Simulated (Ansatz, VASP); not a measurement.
**BAs: VASP beside Ansatz**

```
CELL_PARAMETERS angstrom
0.00000 2.38850 2.38850
2.38850 0.00000 2.38850
2.38850 2.38850 0.00000
ATOMIC_POSITIONS crystal
B 0.00000 0.00000 0.00000
As 0.25000 0.25000 0.25000
```

Alike in both runs: functional PBE; k mesh 16 × 16 × 16; occupations fermi-dirac, width 0.02 eV; no spin polarisation.

Ansatz relaxed the structure, and its values are those at the end. VASP's run is a single point on that final structure, the one shown.

|  | VASP | Ansatz |
| --- | --- | --- |
| version | VASP 6.6.1 | Ansatz 0.2.0 |
| potentials or method | VASP PAW PBE potentials, release 64 (B, As) | plane-wave PAW, scalar-relativistic |
| plane-wave cutoff (eV) | 520 | 420 |
| valence electrons in the cell | 8 | 18 |

|  | VASP | Ansatz | Ansatz less VASP |
| --- | --- | --- | --- |
| gap on the k mesh at the Fermi level (eV) | 1.19 | 1.20 | +0.008 |
| pressure (GPa) | 3.4 | 2.8 | -0.65 |

The two sets of potentials don't hold the same shells in valence. Ansatz warned: «stress_scf_threshold_loose».

A k mesh can miss the band edges.
